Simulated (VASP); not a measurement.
Here is a VASP 6.6.1 calculation.

INCAR

```
SYSTEM = Si
  PREC = Accurate
  ENCUT = 600
  EDIFF = 1E-7
  ISMEAR = -1
  SIGMA = 0.05
  LREAL = .False.
  LASPH = .True.
  NELM = 60
  ALGO = Normal
  ISIF = 3
  LWAVE = .False.
  LCHARG = .False.
  GGA = MK
  LUSE_VDW = .True.
  AGGAC = 0.0
  PARAM1 = 0.1234
  PARAM2 = 0.711357
  ZAB_VDW = -1.8867
  IBRION = 2
  NSW = 60
  EDIFFG = -0.01
```

Contents of KPOINTS:

```
regular mesh
0
Gamma
  8 8 8
  0 0 0
```

Contents of POSCAR:

```
Si
1.0
    0.0000000000      2.7218511865      2.7218511865
    2.7218511865      0.0000000000      2.7218511865
    2.7218511865      2.7218511865      0.0000000000
Si
2
Direct
    0.5000000000      0.5000000000      0.5000000000
    0.7500000000      0.7500000000      0.7500000000
```

Potentials or basis: VASP PAW PBE potentials, release 64 (Si).

The run is started by

```bash
$ cat potpaw_PBE.64/Si/POTCAR > POTCAR
$ mpirun -np 1 vasp_std > vasp.out
```

Task: Estimate the band gap on the k mesh.

Result: 0.64 eV, indirect (least direct gap 2.59 eV).

Task: Predict the relaxed cell.

Result: a = 3.858 Å, b = 3.858 Å, c = 3.858 Å, α = 60.00°, β = 60.00°, γ = 60.00°.

Task: Predict the space group after relaxing (to 0.05 Å).

Result: Fd-3m (No. 227).

The path:
```
step  energy change (eV)  largest force (eV/Å)  pressure (GPa)  volume (Å³)
   1              0.0000                0.0000            0.61        40.33
   2             -0.0003                0.0000           -0.40        40.78
   3             -0.0005                0.0000            0.00        40.60
```

Caveat: the PAW data sets were made with another functional, which shifts forces and pressure a little. A k mesh can miss the band edges.
